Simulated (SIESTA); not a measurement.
The system is FeO.

```
CELL_PARAMETERS angstrom
0.00000 2.15540 2.15540
2.15540 0.00000 2.15540
2.15540 2.15540 0.00000
ATOMIC_POSITIONS crystal
Fe 0.00000 0.00000 0.00000
O 0.50000 0.50000 0.50000
```

Base run:

| Property | Result |
| --- | --- |
| Program | SIESTA 5.4.2 |
| Functional | LDA |
| Potentials or basis | PseudoDojo 0.4 standard (LDA files) |
| Basis | DZP (energy shift 0.002 Ry) |
| Grid cutoff | 800 Ry |
| Energy shift | 0.002 Ry |
| k mesh | 9 × 9 × 9 |
| Occupations | fermi-dirac, width 0.05 eV |
| Spin | collinear spin, ferromagnetic start |
| Starting moments | [3.0, 0.0] μB |

Its results: band gap on the k mesh none (metal or under the smearing width); pressure -14.6 GPa; net moment 4.00 μB per cell; site moments Fe +3.66; O +0.34 μB.

Question: The run is repeated on the same cell with these changes: hubbard terms from none to Fe d U = 4.5 eV. What comes out?

Answer: Band gap on the k mesh none (metal or under the smearing width); pressure -10.7 GPa; net moment 4.00 μB per cell; site moments Fe +3.78; O +0.22 μB.

Caveats: semicore shells carry a single zeta, which can move pressures by several GPa and volumes by a few percent; the basis of atomic orbitals isn't converged, which shifts pressures, moduli and gaps; a cell with one magnetic atom can't hold antiferromagnetic order, which such compounds often take; semilocal functionals often make such compounds metallic where correlation or magnetic order opens a gap, which also shifts bond lengths (some runs).
